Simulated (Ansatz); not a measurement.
The system is Nb.

```
Nb
1.0
     0.00000    2.11500    2.11500
     2.11500    0.00000    2.11500
     2.11500    2.11500    0.00000
Nb
1
Direct
  0.00000 0.00000 0.00000
```

This isn't the form of Nb at room conditions, which is bcc.

Base run:

```yaml
Program: Ansatz 0.2.0
Functional: PBE
Potentials_or_basis: all-electron LAPW, scalar-relativistic
Cutoff: 200 eV (chosen from the basis error)
Basis_error_allowed: 0.001 eV/atom
k_mesh: 11 × 11 × 11
Occupations: fermi-dirac, width 0.05 eV
Spin: no spin polarisation
```

Its results: pressure -1.8 GPa.

**Question.** The run is repeated on the same cell with these changes: functional from PBE to LDA. What comes out?

**Answer.** Pressure -11.0 GPa.

LDA binds more tightly than PBE, so the same cell stands under less pressure.
